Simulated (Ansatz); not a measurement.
CaF$_{2}$: strain and displacement

```
Ca F
1.0
     0.00000    2.73125    2.73125
     2.73125    0.00000    2.73125
     2.73125    2.73125    0.00000
Ca F
1 2
Direct
  0.00000 0.00000 0.00000
  0.25000 0.25000 0.25000
  0.75000 0.75000 0.75000
```

Atoms are numbered in the order listed.

The cell comes from COD entry 5000222, which wasn't checked; take it as a given geometry.

These are results of DFT, LDA, all-electron PAW with datasets made for the crystal, scalar-relativistic (Ansatz 0.2.0), not measurements.

Numerical set-up: a Γ-centred 10×10×10 k mesh, Fermi–Dirac smearing of 0.03 eV, cutoff 300 eV (chosen by the program for this cell), no spin polarisation.

The unchanged cell is at -6.46 GPa.

Semilocal functionals give too small gaps.

x, y and z are the Cartesian axes of the cell as listed; fractional coordinates follow a strain, and an engineering shear is twice the off-diagonal strain component.

Vzz stands for the principal value of largest size of the field-gradient tensor, whatever its axis.

(1) With this change (equal xy, yz and zx engineering shear strains of -2 %), what becomes of the energy and stress and forces and field gradients and gap?

With equal xy, yz and zx engineering shear strains of -1 %: energy change under 1 meV/atom; stress change (xx, yy, zz, yz, xz, xy) 0.03, 0.03, 0.03, 0.35, 0.35, 0.35 GPa, compression positive; change of the force on F3 (-0.018, -0.018, -0.018) eV/Å; Vzz in 10²¹ V/m²: Ca1 0 → -0.45 (η = 0.00), F2 0 → -0.05 (η = 0.00); gap on the k mesh 6.91 → 6.91 eV.

With equal xy, yz and zx engineering shear strains of +1 %: energy change under 1 meV/atom; stress change (xx, yy, zz, yz, xz, xy) 0.03, 0.03, 0.03, -0.32, -0.32, -0.32 GPa, compression positive; change of the force on F2 (-0.014, -0.014, -0.014) eV/Å; Vzz in 10²¹ V/m²: Ca1 0 → 0.42 (η = 0.00), F2 0 → 0.04 (η = 0.00); gap on the k mesh 6.91 → 6.91 eV.

(2) With this change (equal xy, yz and zx engineering shear strains of +2 %), what becomes of the energy and stress and forces and field gradients and gap?

Results:

(1) Energy change +2 meV/atom; stress change (xx, yy, zz, yz, xz, xy) 0.13, 0.13, 0.13, 0.75, 0.75, 0.75 GPa, compression positive; change of the force on F2 (0.041, 0.041, 0.041) eV/Å; Vzz in 10²¹ V/m²: Ca1 0 → -0.93 (η = 0.00), F2 0 → -0.10 (η = 0.00); gap on the k mesh 6.91 → 6.91 eV.

(2) Energy change +1 meV/atom; stress change (xx, yy, zz, yz, xz, xy) 0.12, 0.12, 0.12, -0.61, -0.61, -0.61 GPa, compression positive; change of the force on F2 (-0.025, -0.025, -0.025) eV/Å; Vzz in 10²¹ V/m²: Ca1 0 → 0.81 (η = 0.00), F2 0 → 0.06 (η = 0.00); gap on the k mesh 6.91 → 6.91 eV.
